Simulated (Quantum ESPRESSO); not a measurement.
Crystal: TiCo.

```xyz
2
Lattice="2.9861 0.0000 0.0000 0.0000 2.9861 0.0000 0.0000 0.0000 2.9861" Properties=species:S:1:pos:R:3 pbc="T T T"
Co    1.4931    1.4931    1.4931
Ti    0.0000    0.0000    0.0000
```

The cell comes from a database or a generator and needn't be the stable form of this composition.

| Item | Value |
| --- | --- |
| Program | Quantum ESPRESSO 7.5 |
| Task | phonons |
| Functional | PBE |
| Potentials or basis | JTH 2.0 PBE |
| Cutoff | 490 eV |
| Density cutoff | 2939 eV |
| k mesh | 9 × 9 × 9 |
| Occupations | gaussian, width 0.272 eV |
| Spin | collinear spin, ferromagnetic start |
| Starting moments | [2.0, 1.0] μB |
| Mixing beta | 0.3 |
| Most SCF iterations | 120 |
| SCF threshold | 4e-10 Ry |

Question: Where do the zone-centre optical modes lie?

Answer: T1u at 230 cm⁻¹ (IR).

Optical modes at Γ, degenerate ones joined:
```csv
cm⁻¹,components,symmetry,active in
230,3,T1u,IR
```

Caveat: the mesh is thin for the phonons of a metal; before the sum rule the acoustic modes lie tens of cm⁻¹ from zero, a sign that the density grid also shifts the optical modes.
